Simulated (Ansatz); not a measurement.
# Bi2Te3: response to strain

Bi2Te3 is deformed so: equal xx and yy strain of +2 %. What stress and forces result, by LAPW, PAW and all-electron datasets made for the crystal?

Method: DFT PBE, scalar-relativistic, in Ansatz 0.2.0.

## (1) The system as given

It takes space group R3m (No. 160, trigonal). Conventional cell: a = 4.417 Å, b = 4.417 Å, c = 29.840 Å, α = 90.00°, β = 90.00°, γ = 120.00°. Around Bi (site symmetry 3m) lie 3 Te at 3.03 Å and 3 Bi at 3.43 Å. Bi (site symmetry 3m) has 3 Te at 3.27 Å and 3 Bi at 3.43 Å as nearest neighbours. Te (site symmetry 3m) is surrounded by 6 Te at 3.04 to 3.45 Å. Around Te (site symmetry 3m) lie 3 Bi at 3.03 Å and 3 Te at 3.45 Å. Te (site symmetry 3m) has 3 Te at 3.04 Å and 3 Bi at 3.27 Å as nearest neighbours.

Coordinates:

```cif
data_structure
_symmetry_space_group_name_H-M 'R3m:H'
_symmetry_Int_Tables_number 160
_cell_length_a 4.4170
_cell_length_b 4.4170
_cell_length_c 29.8400
_cell_angle_alpha 90.000
_cell_angle_beta 90.000
_cell_angle_gamma 120.000
_cell_volume 504.18
loop_
_atom_site_label
_atom_site_type_symbol
_atom_site_symmetry_multiplicity
_atom_site_Wyckoff_symbol
_atom_site_fract_x
_atom_site_fract_y
_atom_site_fract_z
_atom_site_occupancy
Bi1 Bi 3 a 0.66667 0.33333 0.14533 1
Bi2 Bi 3 a 0.33333 0.66667 0.06867 1
Te1 Te 3 a 0.33333 0.66667 0.27767 1
Te2 Te 3 a 0.00000 0.00000 0.20000 1
Te3 Te 3 a 0.00000 0.00000 0.00000 1
```

The file gives the conventional cell by its symmetry; the runs use the cell typed in the input.

Atoms are numbered in the order of the input: Bi1, Bi2, Te3, Te4, Te5.

## (2) After the deformation

Space group R3m before, R3m after.

## (3) All-electron LAPW

Input file input.yaml:

```yaml
crystal:
  lattice:
    - [2.252671279, 1.3005803693, 9.94667]
    - [-2.252671279, 1.3005803693, 9.94667]
    - [0.0, -2.6011607386, 9.94667]
  atoms:
    - { symbol: Bi, position: [0.812, 0.812, 0.812] }
    - { symbol: Bi, position: [0.402, 0.402, 0.402] }
    - { symbol: Te, position: [0.611, 0.611, 0.611] }
    - { symbol: Te, position: [0.2, 0.2, 0.2] }
    - { symbol: Te, position: [0.0, 0.0, 0.0] }
kpoints:
  mp_grid: { grid: [8, 8, 8] }
  band_path:
    path:
      - [0.0, 0.0, 0.0]
      - [0.5, 0.5, 0.5]
      - [0.8219353581, 0.1780646419, 0.5]
      - [0.5, -0.178064642, 0.1780646419]
      - [0.5, 0.0, 0.0]
      - [0.0, 0.0, 0.0]
      - [0.339032321, -0.339032321, 0.0]
      - [0.660967679, 0.0, 0.339032321]
      - [0.5, 0.0, 0.5]
    npoints: 5
scf:
  occupations: { method: fermi_dirac, width: 0.08 }
hamiltonian:
  xc: pbe
  pseudopotentials: { kind: all_electron, lapw: { basis_error: 0.001 } }
output:
  forces: true
  stress: true
  eigenvalues: true
```

Run with:

```console
$ ansatz run input.yaml --threads 2 --pin off --max-ram 6144MiB --backend cpu --events-out ev --progress --plain --runs-dir out
```

## (4) PAW on the default files

Input file input.yaml:

```yaml
crystal:
  lattice:
    - [2.252671279, 1.3005803693, 9.94667]
    - [-2.252671279, 1.3005803693, 9.94667]
    - [0.0, -2.6011607386, 9.94667]
  atoms:
    - { symbol: Bi, position: [0.812, 0.812, 0.812] }
    - { symbol: Bi, position: [0.402, 0.402, 0.402] }
    - { symbol: Te, position: [0.611, 0.611, 0.611] }
    - { symbol: Te, position: [0.2, 0.2, 0.2] }
    - { symbol: Te, position: [0.0, 0.0, 0.0] }
kpoints:
  mp_grid: { grid: [8, 8, 8] }
scf:
  occupations: { method: fermi_dirac, width: 0.08 }
hamiltonian:
  xc: pbe
  pseudopotentials: { kind: paw }
output:
  forces: true
  stress: true
  eigenvalues: true
  efg: { contact_densities: true }
```

## (5) All-electron PAW on datasets made for the crystal

input.yaml, as its differences from that of step 4:

```diff
@@ -17,3 +17,3 @@
   xc: pbe
-  pseudopotentials: { kind: paw }
+  pseudopotentials: { kind: all_electron, datasets: crystal }
 output:
```

(Steps that only read results are left out.)

What does the calculation give? Wanted: pressure; largest shear or deviatoric stress.

**Answer**, as computed:

| quantity | value |
| --- | --- |
| pressure | LAPW -0.22, PAW -0.23, crystal datasets -0.22 GPa |
| largest shear or deviatoric stress (LAPW) | 0.34 GPa |

The largest part of the stress beyond the pressure is 0.34 GPa in size, in the zz component; the atoms are carried along and not relaxed. No run of the undeformed cell stands beside it, so the pressure holds what the given cell had before the change. PAW: stress within 0.01 GPa of LAPW, forces within 1 meV/Å. Crystal datasets: stress within 0.01 GPa of LAPW, forces within 1 meV/Å. Spin-orbit coupling is left out, though the cell holds Bi; in elements this heavy it can shift bands and gaps by tenths of an eV.
